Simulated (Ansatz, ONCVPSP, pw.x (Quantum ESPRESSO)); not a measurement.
**In (Z = 49): one change to the ONCV potential, in the atom and in the fcc crystal**

* Element: indium
* Generator: ONCVPSP 4.0.1.1 (patched build)
* Type: optimised norm-conserving Vanderbilt (ONCV)
* Functional: PBEsol
* Relativity: scalar-relativistic
* Frozen core: [Kr] 4d10
* Valence charge: 3
* Reference configuration: 5s2 5p1
* Partial waves: 5s: rc 2.25 bohr, ncon 3, nbas 8, qcut 3.3 1/bohr, 2 projectors, debl 3.1 Ha; 5p: rc 2.10 bohr, ncon 5, nbas 9, qcut 3.6 1/bohr, 2 projectors, debl 3.9 Ha
* Local potential: polynomial inside 1.35 bohr (lpopt 3, dvloc0 0 Ha)
* Core correction: Teter function, fcfact 5.25, rcfact 1.5

Change: local potential polynomial inside 1.50 bohr (lpopt 5, dvloc0 1 Ha).

Cutoffs, loose and tight: the cutoffs (Ha) at which the residual kinetic energy of the hardest occupied pseudo-wave falls to 1 and 0.1 mHa per electron. They do not see the model core or the augmentation charge, which bear on the density cutoff. Test errors are all-electron minus pseudo excitation energies from the reference, over the configurations 5s2 5p0; 5s1 5p0; 5s2 5p0.5; 5s1 5p2; variants that change the core or the reference have their own tests.

Crystal test: fcc In in pw.x 7.5, no spin, 12³ k-points, Fermi–Dirac smearing 0.01 Ry, cutoffs set for each file from its atomic test. The reference is all-electron LAPW (Ansatz 0.2.0) with the same functional, mesh and smearing; V0 and B0 come from Birch–Murnaghan fits to the pressures at five volumes. Errors are pseudo minus all-electron; Δ is the rms difference of the E(V) curves that follow from these fits, minima aligned, over ±6 % about the mean V0. Mesh and smearing are coarse, so the numbers serve the comparison and aren't converged zero-temperature values; the lattice is a test structure that the element need not adopt.

All-electron: a0 = 4.676 Å (V0 = 25.56 Å³/atom), B0 = 44.4 GPa.

Does the change bring the crystal closer to the all-electron result?

The mean pressure error goes from -35.25 to -27.49 GPa, so the change moves the solid closer to the all-electron pressures. Neither pressure curve crosses zero within the volumes sampled, so no fits are given.

| quantity | base | changed |
| --- | --- | --- |
| outcome (atom) | generated | generated |
| cutoff, loose (atom) | 5.0 Ha | 5.0 Ha |
| cutoff, tight (atom) | 51 Ha | 51 Ha |
| bound ghosts (atom) | none | none |
| largest test error (meV) (atom) | -487 | -487 |
| cutoffs in pw.x (Ry) | 120/480 | 120/480 |
| mean pressure error (GPa) | -35.25 | -27.49 |

Base: This is a poor potential for the solid. The generator flags a localised state at positive energy (s at 20 eV). The pseudo pressure rises with volume over the whole range, a mechanical instability. The cutoffs count occupied waves only; projector 2 of the p channel, the hardest unoccupied one, needs 74 Ha at the loose tolerance. Changed file: This is a poor potential for the solid. The generator flags a localised state at positive energy (s at 29 eV). The pseudo pressure rises with volume over the whole range, a mechanical instability. The cutoffs count occupied waves only; projector 2 of the p channel, the hardest unoccupied one, needs 74 Ha at the loose tolerance.
